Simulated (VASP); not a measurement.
Here is a VASP 6.6.1 calculation.

Contents of INCAR:

```
SYSTEM = PbSe
  PREC = Accurate
  ENCUT = 600
  EDIFF = 1E-6
  ISMEAR = -1
  SIGMA = 0.05
  LREAL = .False.
  LASPH = .True.
  NELM = 80
  ALGO = Fast
  ISIF = 3
  LWAVE = .False.
  LCHARG = .False.
  GGA = PE
  IVDW = 2
  IBRION = 2
  NSW = 60
  EDIFFG = -0.01
```

The input KPOINTS:

```
regular mesh
0
Gamma
  8 8 8
  0 0 0
```

Contents of POSCAR:

```
PbSe
1.0
    0.0000000000      3.0606500000      3.0606500000
    3.0606500000      0.0000000000      3.0606500000
    3.0606500000      3.0606500000      0.0000000000
Pb Se
1 1
Direct
    0.0000000000      0.0000000000      0.0000000000
    0.5000000000      0.5000000000      0.5000000000
```

Potentials or basis: VASP PAW PBE potentials, release 64 (Pb_d, Se).

Command:

```sh
$ cat potpaw_PBE.64/Pb_d/POTCAR potpaw_PBE.64/Se/POTCAR > POTCAR
$ mpirun -np 1 vasp_std > vasp.out
```

**Question.** Predict the dispersion energy per atom.

**Answer.** -0.278 eV.

**Question.** Estimate the Hirshfeld charges.

**Answer.** Pb +0.24; Se -0.24 e.

**Question.** Estimate the relaxed volume.

**Answer.** 29.38 Å³/atom.

**Question.** Predict the relaxed cell.

**Answer.** a = 4.364 Å, b = 4.364 Å, c = 4.364 Å, α = 60.00°, β = 60.00°, γ = 60.00°.

Final structure:
```
Pb Se
1.0
     0.00000    3.08566    3.08566
     3.08566    0.00000    3.08566
     3.08566    3.08566    0.00000
Pb Se
1 1
Direct
  0.00000 0.00000 0.00000
  0.50000 0.50000 0.50000
```

The cell as given is a measured one (28.67 Å³/atom); PBE+TS puts the equilibrium volume +2.5 % from it, thermal expansion not counted.
